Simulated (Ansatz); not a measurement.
The system is SiC (Moissanite 6H).

```xyz
12
Lattice="3.0950 0.0000 0.0000 -1.5475 2.6803 0.0000 0.0000 0.0000 15.1700" Properties=species:S:1:pos:R:3 pbc="T T T"
Si    1.5475    0.8934    6.9524
Si    0.0000    1.7869   14.5374
Si    1.5475    0.8934   12.0101
Si    0.0000    1.7869    4.4251
Si    0.0000    0.0000    9.4812
Si    0.0000    0.0000    1.8962
C     1.5475    0.8934    5.0562
C     0.0000    1.7869   12.6412
C     1.5475    0.8934   10.1138
C     0.0000    1.7869    2.5288
C     0.0000    0.0000    7.5850
C     0.0000    0.0000    0.0000
```

- Program: Ansatz 0.2.0
- Task: relaxation of cell and atoms
- Functional: BLYP
- Dispersion: D4
- Potentials or basis: Ansatz PAW
- Cutoff: 420 eV (not typed: the program's choice for these potentials)
- k mesh: 10 × 10 × 2
- Occupations: fermi-dirac, width 0.05 eV
- Spin: no spin polarisation

At the start: volume 10.49 Å³/atom.

Where does the relaxation end?

It ends after 7 steps and the volume is 10.30 Å³/atom (-1.8 %); space group P6_3mc (No. 186, to 0.05 Å).

The path:
| step | energy change (eV) | largest force (eV/Å) | volume (Å³) |
| --- | --- | --- | --- |
| 1 | 0.0000 | 0.1418 | 125.85 |
| 2 | -0.0236 | 0.0788 | 124.67 |
| 3 | -0.0320 | 0.0140 | 123.56 |
| 4 | -0.0321 | 0.0015 | 123.63 |
| 5 | -0.0274 | 0.0015 | 123.63 |
| 6 | -0.0275 | 0.0000 | 123.60 |
| 7 | -0.0274 | 0.0000 | 123.60 |

Final structure:
```
CELL_PARAMETERS angstrom
3.07500 0.00000 0.00000
-1.53750 2.66303 0.00000
0.00000 0.00000 15.09342
ATOMIC_POSITIONS crystal
Si 0.66667 0.33333 0.45827
Si 0.33333 0.66667 0.95827
Si 0.66667 0.33333 0.79181
Si 0.33333 0.66667 0.29181
Si 0.00000 0.00000 0.62506
Si 0.00000 0.00000 0.12506
C 0.66667 0.33333 0.33331
C 0.33333 0.66667 0.83331
C 0.66667 0.33333 0.66687
C 0.33333 0.66667 0.16687
C 0.00000 0.00000 0.49969
C 0.00000 0.00000 0.99969
```

Caveat: the plane-wave basis is chosen anew once the cell has moved, so the energies of steps on either side of that aren't comparable; the pressure holds a Pulay correction of +0.4 GPa for the finite cutoff; the PAW data sets come from PBE, with cores solved anew for the run's functional, which leaves a small shift of forces and pressure.
